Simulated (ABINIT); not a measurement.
A run of ABINIT 10.8.3 (patched build) is set up as follows.

The input run.abi:

```
# Pseudopotentials
pp_dirpath "./"
pseudos "Ag.LDA_PW-JTH.xml"

# Structure
acell 3*1.0 Angstrom
rprim
     0.0000000000     2.0427500000     2.0427500000
     2.0427500000     0.0000000000     2.0427500000
     2.0427500000     2.0427500000     0.0000000000
ntypat 1
znucl 47
natom 1
typat 1
xred
     0.0000000000     0.0000000000     0.0000000000

# Plane-wave basis
ecut 17.0
pawecutdg 34.0

# k points
kptopt 1
ngkpt 9 9 9
nshiftk 1
shiftk 0.0 0.0 0.0

# Exchange and correlation
ixc 7

# Bands and occupations
nband 10
occopt 3
tsmear 0.05 eV

# SCF cycle
nstep 100
tolvrs 1.0e-9

# Output
iomode 3
prtwf 0
prteig 0
prtebands 0
enunit 2
prtden 1
prtvha 1
prtvclmb 1
prtpot 1
```

Potentials or basis: JTH PAW LDA v2.0.

Run with:

```console
$ abinit run.abi > log 2>&1
```

Task: Estimate the pressure.

Result: -7.5 GPa.

Task: Predict the band gap on the k mesh.

Result: None (metal or under the smearing width).
